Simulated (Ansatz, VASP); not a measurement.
# PbS (Galena): VASP beside Ansatz

INCAR

```
  ALGO = Normal
  EDIFF = 1E-7
  ENCUT = 520
  GGA = PE
  ISIF = 2
  ISMEAR = 0
  LASPH = T
  LCHARG = F
  LREAL = F
  LWAVE = F
  NBANDS = 17
  NELM = 80
  PREC = Accurate
  SIGMA = 0.01
```

The input KPOINTS:

```
k-points
0
Gamma
  2 2 2
```

Contents of POSCAR:

```
PbS
1.0
    4.1942040000      0.0000000000      0.0000000000
    2.0971020000      3.6322872127      0.0000000000
    2.0971020000      1.2107624042      3.4245532257
Pb S
1 1
Direct
    0.0000000000      0.0000000000      0.0000000000
    0.5000000000      0.5000000000      0.5000000000
```

Input for Ansatz:

```yaml
crystal:
  lattice:
    - [4.194204, 0.0, 0.0]
    - [2.0971020000000005, 3.6322872126543073, 0.0]
    - [2.0971020000000005, 1.2107624042181027, 3.424553225713392]
  atoms:
    - { symbol: Pb, position: [0.0, 0.0, 0.0] }
    - { symbol: S, position: [0.5000000000000001, 0.49999999999999994, 0.5] }
kpoints:
  mp_grid:
    grid: [2, 2, 2]
hamiltonian:
  xc: pbe
  pseudopotentials:
    kind: paw
scf:
  convergence:
    dr2_threshold: 1.0e-09
  occupations:
    method: fixed
output:
  forces: true
  stress: true
```

Alike in both runs: task single point; functional PBE; k mesh 2 × 2 × 2; no spin polarisation.

|  | VASP | Ansatz |
| --- | --- | --- |
| version | VASP 6.6.1 | Ansatz 0.2.0 |
| potentials or method | VASP PAW PBE potentials, release 64 (Pb_d, S) | plane waves, PAW |
| plane-wave cutoff (eV) | 520 | 420 |
| occupations | gaussian, width 0.01 eV | fixed |
| valence electrons in the cell | 20 | 20 |

VASP gave:

- pressure (GPa): 10.5

Which values does Ansatz return?

Pressure (GPa): 10.6.

Ansatz warned: «stress_scf_threshold_loose».

Caveats: the k mesh is coarse (spacing up to 0.92 Å⁻¹), so the values aren't converged.
